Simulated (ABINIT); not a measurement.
Here is an ABINIT 10.8.3 (patched build) calculation.

run.abi

```
ndtset 2

pp_dirpath "./"
pseudos "As_ONCV_PBE-1.2.upf, Ga_ONCV_PBE-1.2.upf"

acell 3*1.0 Angstrom
rprim
     0.0000000000     2.8268500000     2.8268500000
     2.8268500000     0.0000000000     2.8268500000
     2.8268500000     2.8268500000     0.0000000000
ntypat 2
znucl 33 31
natom 2
typat 1 2
xred
     0.7500000000     0.7500000000     0.7500000000
     0.0000000000     0.0000000000     0.0000000000

ecut 1142.878222 eV

ixc 11

occopt 3
tsmear 0.05 eV

nstep 100

iomode 3
prtwf 0
prteig 0
prtebands 0
enunit 2
prtden1 1

kptopt1 1
ngkpt1 8 8 8
nshiftk1 1
shiftk1 0.0 0.0 0.0
nband1 13
tolvrs1 1.0e-10

iscf2 -2
getden2 1
nband2 17
nbdbuf2 2
tolwfr2 1.0e-12
kptopt2 -9
ndivsm2 5
prteig2 1
kptbounds2
     0.0000000000     0.0000000000     0.0000000000
     0.5000000000     0.0000000000     0.5000000000
     0.5000000000     0.2500000000     0.7500000000
     0.3750000000     0.3750000000     0.7500000000
     0.0000000000     0.0000000000     0.0000000000
     0.5000000000     0.5000000000     0.5000000000
     0.6250000000     0.2500000000     0.6250000000
     0.5000000000     0.2500000000     0.7500000000
     0.5000000000     0.5000000000     0.5000000000
     0.3750000000     0.3750000000     0.7500000000
```

Potentials or basis: SG15 NC PBE v1.2.

Launch:

```console
$ abinit run.abi > log 2>&1
```

Question: What does it give for the band gap on the k mesh?

Answer: 0.51 eV, direct.

Levels at the corners of the path, in eV from the valence-band top:
| point | band 7 | band 8 | band 9 | band 10 | band 11 | band 12 |
| --- | --- | --- | --- | --- | --- | --- |
| Γ | 0.00 | 0.00 | 0.00 | 0.51 | 3.74 | 3.74 |
| X | -6.81 | -2.67 | -2.67 | 1.46 | 1.65 | 10.17 |
| W | -6.62 | -3.53 | -3.34 | 4.62 | 4.72 | 5.41 |
| K | -6.62 | -3.85 | -2.25 | 1.96 | 4.63 | 7.96 |
| Γ | 0.00 | 0.00 | 0.00 | 0.51 | 3.74 | 3.74 |
| L | -6.63 | -1.14 | -1.14 | 1.00 | 4.64 | 4.64 |
| U | -6.62 | -3.85 | -2.25 | 1.96 | 4.63 | 7.96 |
| W | -6.62 | -3.53 | -3.34 | 4.62 | 4.72 | 5.41 |
| L | -6.63 | -1.14 | -1.14 | 1.00 | 4.64 | 4.64 |
| K | -6.62 | -3.85 | -2.25 | 1.96 | 4.63 | 7.96 |

**Measured values to compare with.**

“Evidence of valence band perturbations in GaAsN/GaAs(001): A combined variable-angle spectroscopic ellipsometry and modulated photoreflectance investigation”, 2008, arxiv:0805.2212 reports, for a bulk crystal of GaAs at 300 K: band gap 1.412 ± 0.01 eV (direct).

A measured gap of GaAs is 1.412 eV (direct; 300 K; “Evidence of valence band perturbations in GaAsN/GaAs(001): A combined variable-angle spectroscopic ellipsometry and modulated photoreflectance investigation”, 2008, arxiv:0805.2212); the calculated 0.51 eV misses it by -0.90 eV. 3 values of this kind are on record (1.412 to 1.51 eV); this one was drawn at random among those near their median, those with a stated uncertainty first. Spin-orbit coupling on As, Ga is left out. The value is that of PBE on a finite k mesh, which can miss the band edges, without temperature or zero-point motion. Semilocal functionals fall short of measured gaps as a rule.
